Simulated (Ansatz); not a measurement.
## Stability checks on a candidate for NaCl

The cell was reached from a generator's guess, though it ends in a space group that the Crystallography Open Database lists for this formula.

Computed with DFT PBE, scalar-relativistic, plane waves, PAW (Ansatz). Plane waves to 420 eV, an 8×8×8 mesh through Γ for the 2-atom cell and 0.02 eV Gaussian smearing; no spin polarisation.

```
CELL_PARAMETERS angstrom
0.00000 2.84804 2.84804
2.84804 0.00000 2.84804
2.84804 2.84804 0.00000
ATOMIC_POSITIONS crystal
Na 0.00000 0.00000 0.00000
Cl 0.50000 0.50000 0.50000
```

Energies over the elements count from the elements' standard structures at the same level (Cl₂ as a molecule), with no fitted energy shifts.

Problem. These tests were run: energy against the elements; phonons on a 4×4×4 q mesh; elastic tensor. What do they show?

Solution.

```
                       test                         result
energy against the elements                 −1.848 eV/atom
  phonons on a 4×4×4 q mesh  no imaginary mode on the mesh
             elastic tensor        least eigenvalue 12 GPa
```

It fails none of these tests. Whether a mixture of other phases lies lower isn't tested here.

The run for the phonons used an 8×8×8 k mesh. The run for the elastic tensor used an 8×8×8 k mesh.
